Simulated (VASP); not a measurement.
# NaH in VASP: how settings move the PBE single point

The PBE single point of NaH built on the rocksalt prototype, under -0.3 % biaxial strain in x and y, z held is repeated with altered inputs. Which of them can be trusted?

Code: VASP 6.6.1. PAW datasets, plane waves. Calculated at 0 K for a non-magnetic cell.

### 1 The structure to begin with

The cell comes from an earlier relaxation with r2SCAN in another program, then strained, with the atoms relaxed again.

It is tetragonal, I4/mmm (No. 139); a = 3.380 Å, c = 4.795 Å in the conventional setting, 13.70 Å³ an atom. Around Na lie 6 H at 2.39–2.40 Å; around H lie 6 Na at 2.39–2.40 Å.

Structure file:

```
CELL_PARAMETERS angstrom
0.00000 2.39008 2.39751
2.39008 0.00000 2.39751
2.39008 2.39008 0.00000
ATOMIC_POSITIONS crystal
Na 0.00000 0.00000 0.00000
H 0.50000 0.50000 0.50000
```

### 2 The reference run

The input, INCAR:

```
ENCUT = 520.000000
SIGMA = 0.020000
EDIFF = 1.00e-07
GGA = PE
PREC = Accurate
IBRION = -1
ISIF = 2
ISMEAR = -1
NBANDS = 11
NELM = 120
NSW = 0
LASPH = .TRUE.
LCHARG = .TRUE.
LELF = .TRUE.
LWAVE = .FALSE.
LREAL = .FALSE.
```

The input, KPOINTS:

```
KPOINTS created by Atomic Simulation Environment
0
Gamma
10 10 10
0 0 0
```

The input, POSCAR:

```
Na H
 1.0000000000000000
     0.0000000000000000    2.3900799992000001    2.3975122873000001
     2.3900799992000001    0.0000000000000000    2.3975122873000001
     2.3900799992000001    2.3900799992000001    0.0000000000000000
 Na  H
   1   1
Cartesian
  0.0000000000000000  0.0000000000000000  0.0000000000000000
  2.3900799991999997  2.3900799991999997  2.3975122872999997
```

A file KPOINTS_OPT adds named points for the levels; it doesn't enter the self-consistent loop.

Potentials: the recommended PBE PAW datasets, 8 valence electrons.

On the command line:

```
$ mpirun -np 1 vasp_std
```

### 3 Try 1

The input, INCAR:

```
ENCUT = 520.000000
SIGMA = 0.020000
EDIFF = 1.00e-07
PREC = Accurate
IBRION = -1
ISIF = 2
ISMEAR = -1
NBANDS = 11
NELM = 120
NSW = 0
LASPH = .TRUE.
LCHARG = .FALSE.
LWAVE = .FALSE.
LREAL = .FALSE.
GGA = AM
NELECT = 7.9
```

KPOINTS is that of step 2.

POSCAR is that of step 2.

### 4 Try 2

The input, INCAR:

```
ENCUT = 520.000000
SIGMA = 0.020000
EDIFF = 1.00e-07
GGA = PE
PREC = Accurate
IBRION = -1
ISIF = 2
ISMEAR = -1
NBANDS = 11
NSW = 0
LASPH = .TRUE.
LCHARG = .FALSE.
LWAVE = .FALSE.
LREAL = .FALSE.
AMIX = 0.2
NELM = 75
```

KPOINTS is that of step 2.

POSCAR is that of step 2.

### 5 Try 3

The input, INCAR:

```
ENCUT = 520.000000
EDIFF = 1.00e-07
GGA = PE
PREC = Accurate
IBRION = -1
ISIF = 2
NBANDS = 11
NSW = 0
LASPH = .TRUE.
LCHARG = .FALSE.
LWAVE = .FALSE.
LREAL = .FALSE.
ISMEAR = -4
SIGMA = 0.5
ISYM = -1
NELM = 80
```

The input, KPOINTS:

```
KPOINTS created by Atomic Simulation Environment
0
Gamma
4 4 4
0 0 0
```

POSCAR is that of step 2.

**Question.** What will these runs give? Wanted: for each run, changed; ending; energy change; pressure; electronic steps; usable.

As calculated:

| run | changed | ending | energy change (meV/atom) | pressure (GPa) | gap on the mesh (eV; negative: overlap) | electronic steps | time | usable |
| --- | --- | --- | --- | --- | --- | --- | --- | --- |
| ref. | – | converged | 0 | 0.7 | 3.83 | 13 | 15 s | yes |
| 1 | GGA = AM, NELECT = 7.9 | converged | – | -1.1 | – | 13 | 16 s | no |
| 2 | AMIX = 0.2, NELM = 75 | converged | 0.0 | 0.7 | 3.83 | 13 | 13 s | yes |
| 3 | ISMEAR = -4, SIGMA = 0.5, ISYM = -1, NELM = 80, mesh 4×4×4 | converged | 0.0 | 0.7 | 3.81 | 12 | 8.3 s | yes |

What this shows: Of 3 altered inputs, 1 ended normally on a faulty or unsound input, 2 gave usable results.
